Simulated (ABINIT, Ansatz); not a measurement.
# A GW chain in ABINIT: NaI (Fm-3m), part 3 of 3

Aim: the G0W0 gap of NaI (Fm-3m) on PBE, step by step.

ABINIT 10.8.3; PBE and many-body steps on it, plane waves. Known limits of the many-body steps: not at the basis limit; no spin-orbit coupling.

So far. Step 4 (Empty states on the mesh, 4×4×4 mesh, 177 bands): On this mesh the gap is 3.639 eV. Step 5 (Screening, 4×4×4 mesh, 161 bands, screening to 176.9 eV): Local fields lower ε∞ by 18 %.

## 6. Self-energy, 4×4×4 mesh, 161 bands, screening to 176.9 eV

The self-energy is evaluated for the states that the input lists, and the levels follow from it, in one-shot runs by the linearised quasiparticle equation.

This step: G0W0 on PBE, plane waves, norm-conserving pseudopotentials.

run.abi

```
acell 3*1.0 Angstrom
rprim 
  0.000000000000 3.236400000000 3.236400000000
  3.236400000000 -0.000000000000 3.236400000000
  3.236400000000 3.236400000000 -0.000000000000
ntypat 2
znucl 11 53
natom 2
typat 1 2
xred 
  0.000000000000 0.000000000000 0.000000000000
  0.500000000000 0.500000000000 0.500000000000
pp_dirpath "pseudos"
pseudos "Na.upf, I.upf"
ecut 38
ngkpt 4 4 4
nshiftk 1
shiftk 0 0 0
kptopt 1
chksymbreak 0
istwfk *1
occopt 1
irdwfk 1
optdriver 4
nband 161
gwcalctyp 0
ecutsigx 38
symsigma 1
nkptgw 1
kptgw 
  0.0000000000 0.0000000000 0.0000000000
bdgw 
  6 12
ecuteps 6.5
irdscr 1
ppmodel 1
indata_prefix "in"
outdata_prefix "out"
tmpdata_prefix "tmp"
```

The run is started by

```sh
$ OMP_NUM_THREADS=1 mpirun -n 4 abinit run.abi > log
```

Numbers of over 12 decimals in the logs are rounded to 6 here.

Log:

```text
.Version 10.8.3 of ABINIT. v10.8.2 released Aug 2026.

 Symmetries : space group Fm -3 m (#225); Bravais cF (face-center cubic)
[... echo of the input left out ...]
== DATASET  1 ==================================================================
-   mpi_nproc: 4, omp_nthreads: 1 (-1 if OMP is not activated)

--- !DatasetInfo
iteration_state: {dtset: 1, }
dimensions: {natom: 2, nkpt: 8, mband: 161, nsppol: 1, nspinor: 1, nspden: 1, mpw: 5124, }
cutoff_energies: {ecut:  38.0, pawecutdg:  -1.0, }
electrons: {nelect:   1.60000000E+01, charge:   0.00000000E+00, occopt:   1.00000000E+00, tsmear:   1.00000000E-02, }

 SIGMA: Calculation of the GW corrections

 Based on a program developped by R.W. Godby, V. Olevano, G. Onida, and L. Reining.
 Incorporated in ABINIT by V. Olevano, G.-M. Rignanese, and M. Torrent.
.Using double precision arithmetic ; gwpc =  8

[... cell and pseudopotentials left out ...]
--------------------------------------------------------------------------------

 ==== K-mesh for the wavefunctions ====
 Number of points in the irreducible wedge :     8
[... list of points left out ...]
 Together with 48 symmetry operations and time-reversal symmetry
 yields    64 points in the full Brillouin Zone.

 ==== Q-mesh for screening function ====
 Number of points in the irreducible wedge :     8
[... list of points left out ...]
 Together with 48 symmetry operations and time-reversal symmetry
 yields    64 points in the full Brillouin Zone.

 vcoul_init : cutoff-mode = AUXILIARY_FUNCTION
 q-points for optical limit:   1
     1)      0.000010    0.000020    0.000030
 setmesh: FFT mesh size selected  =    50x   50x   50
          total number of points  =       125000

 Number of electrons calculated from density =   16.0000; Expected =   16.0000
 average of density, n =  0.034971
 r_s =    1.8970
 omega_plasma =   18.0389 [eV]

 === KS Band Gaps ===
  >>>> For spin  1
   Minimum direct gap =   3.6392 [eV], located at k-point      :   0.0000  0.0000  0.0000
   Fundamental gap    =   3.6392 [eV], Top of valence bands at :   0.0000  0.0000  0.0000
                                       Bottom of conduction at :   0.0000  0.0000  0.0000
 SIGMA fundamental parameters:
 PLASMON POLE MODEL  1
 number of plane-waves for SigmaX                 5065
 number of plane-waves for SigmaC and W            339
 number of plane-waves for wavefunctions          5065
 number of bands                                   161
 number of independent spin polarizations            1
 number of spinorial components                      1
 number of k-points in IBZ                           8
 number of q-points in IBZ                           8
 number of symmetry operations                      48
 number of k-points in BZ                           64
 number of q-points in BZ                           64
 number of frequencies for dSigma/dE                 9
 frequency step for dSigma/dE [eV]                0.25
 number of omega for Sigma on real axis              0
 max omega for Sigma on real axis  [eV]           0.00
 zcut for avoiding poles [eV]                     0.10

 EPSILON^-1 parameters (SCR file):
 dimension of the eps^-1 matrix on file            339
 dimension of the eps^-1 matrix used               339
 number of plane-waves for wavefunctions          5065
 number of bands                                   161
 number of q-points in IBZ                           8
 number of frequencies                               2
 number of real frequencies                          1
 number of imag frequencies                          1

 matrix elements of self-energy operator (all in [eV])

 Perturbative Calculation

--- !SelfEnergy_ee
iteration_state: {dtset: 1, }
kpoint     : [   0.000,    0.000,    0.000, ]
spin       : 1
KS_gap     :    3.639
QP_gap     :    5.539
Delta_QP_KS:    1.900
data: !SigmaeeData |
     Band     E0 <VxcDFT>   SigX SigC(E0)      Z dSigC/dE  Sig(E)    E-E0       E
        6   0.107 -11.384 -14.313   1.235   0.802  -0.247 -12.742  -1.358  -1.251
        7   0.107 -11.384 -14.313   1.235   0.802  -0.247 -12.742  -1.358  -1.251
        8   0.107 -11.384 -14.313   1.235   0.802  -0.247 -12.742  -1.358  -1.251
        9   3.746  -7.312  -3.615  -3.050   0.839  -0.192  -6.769   0.542   4.289
       10   8.073  -7.141  -3.086  -3.325   0.829  -0.206  -6.536   0.605   8.678
       11   8.073  -7.141  -3.086  -3.325   0.829  -0.206  -6.536   0.605   8.678
       12   8.073  -7.141  -3.086  -3.325   0.829  -0.206  -6.536   0.605   8.678

== END DATASET(S) ==============================================================
================================================================================

 -outvars: echo values of variables after computation  --------
           etotal      0.0000000000E+00
            nband         161
             nkpt           8
          spgroup         225
 [... the other variables as echoed above ...]

 Calculation completed.
```

Run time: 28 s. Hardware: 4 MPI ranks of Arm Neoverse N1, shared host; peak memory 1.7 GiB.

This step gave:

```
G0W0 gap on the points computed              : 5.540 eV
starting gap on the mesh                     : 3.639 eV
k of the valence top                         : 0, 0, 0
k of the conduction bottom                   : 0, 0, 0
Z at the valence top                         : 0.802
Z at the conduction bottom                   : 0.839
least direct G0W0 gap on the computed points : 5.540 eV
```

The gap on the mesh goes from 3.64 eV to 5.54 eV, a correction of +1.90 eV.

Limits: finite bands, cutoff and mesh; no spin-orbit coupling. v1 is the top filled band, c1 the lowest empty one. Levels before and after the correction, in eV, zero at the valence-band top of each column:

|  | conduction bottom | valence top |
| --- | --- | --- |
| Kohn-Sham | 3.64 | 0.00 |
| G0W0 | 5.54 | 0.00 |

|  | level | energy (eV) |
| --- | --- | --- |
| Kohn-Sham | Γ v3-v1 | 0.000 |
| Kohn-Sham | Γ c1 | 3.639 |
| Kohn-Sham | Γ c2-c4 | 7.966 |
| G0W0 | Γ v3-v1 | 0.000 |
| G0W0 | Γ c1 | 5.540 |
| G0W0 | Γ c2-c4 | 9.929 |

## 7. Where the time went

Times are wall times on 4 MPI ranks of Arm Neoverse N1, shared host, good to a factor of about two.

| step | time | share | memory (GiB) |
| --- | --- | --- | --- |
| ground state | 19 s | 5 % | 0.36 |
| bands along the symmetry lines | 26 s | 7 % | 0.33 |
| empty states on the mesh | 2.4 min | 40 % | 0.43 |
| screening | 2.4 min | 40 % | 1.6 |
| self-energy | 28 s | 8 % | 1.7 |

## 8. Outcome

| Property | Result |
| --- | --- |
| PBE gap | 3.64 eV, direct |
| G0W0 gap on the mesh | 5.54 eV |
| GW settings | 4×4×4 mesh, 161 bands, screening to 176.9 eV, Godby-Needs plasmon pole |
| known limits | not at the basis limit; no spin-orbit coupling |

G0W0 moves the gap on the mesh from 3.64 eV to 5.54 eV (+1.90 eV), with Z of 0.80 and 0.84 at the edges. Local fields lower the RPA ε∞ on this mesh from 3.94 to 3.24. Only 1 of the mesh's irreducible points was corrected, so a valley elsewhere could overtake. Bands and cutoff are finite, so the gap is not at the basis limit. The miss can reach some tenths of an eV and take either sign; the mesh is an error of its own. In the G0W0 run levels were corrected at 1 k point alone, so a gap called «on the mesh» is the least over those, and an edge elsewhere would be missed. The many-body steps are scalar-relativistic: spin-orbit coupling is not in them.

[Paths, hosts, dates, memory and timing lines, banners, echoed tables and standing remarks are left out of the program output.]

[Logs are printed without paths, hosts, clocks, repeated set-up lines and the standing remarks that a program may print on its own settings, such as how far it seeks lower states.]

[Runs of the session that timed out or met a known fault of the program may be left out.]

[Hosts, paths, dates, database ids (printed as entryN), source tags and the programs' standing remarks are cut or masked in the printed files.]

[G0W0 gaps are taken among the corrected bands and points alone; a level outside them can change the order at an edge.]

[Where Ansatz stands beside ABINIT at settings called matched, ABINIT's density can come from a denser mesh and the files from another edition; pairs whose starting gaps differed by over 0.03 eV were left out, so agreement reads better than it is.]
